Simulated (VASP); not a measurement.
A run of VASP 6.6.1:

The input INCAR:

```
PREC = Accurate
ENCUT = 520
EDIFF = 1E-6
ISMEAR = 0
SIGMA = 0.1
LREAL = F
LASPH = T
NELM = 100
ALGO = Normal
ISIF = 2
LWAVE = F
LCHARG = F
GGA = PE
NBANDS = 9
```

The input KPOINTS:

```
regular mesh
0
Gamma
  6 6 6
```

Contents of POSCAR:

```
S
1.0
    0.0000000000      1.6689063418      4.1647734220
    1.6688491952      0.0000000000      4.1647734220
    1.6688491952      1.6689063418      0.0000000000
S
1
Direct
    0.0000000000      0.0000000000      0.0000000000
```

Potentials or basis: VASP PAW PBE potentials, release 64 (S).

Command:

```bash
$ cat potpaw_PBE.64/S/POTCAR > POTCAR
$ mpirun -np 1 vasp_std > vasp.out
```

Hardware: 1 thread of Intel(R) Xeon(R) 6975P-C (Granite Rapids) (shared host).

**Question.** Estimate the wall time of this run.

**Answer.** Run time: 6.9 s on 1 thread of Intel(R) Xeon(R) 6975P-C (Granite Rapids) (shared host), peak memory 0.15 GiB. Counts: scf iterations 11, k points 46.
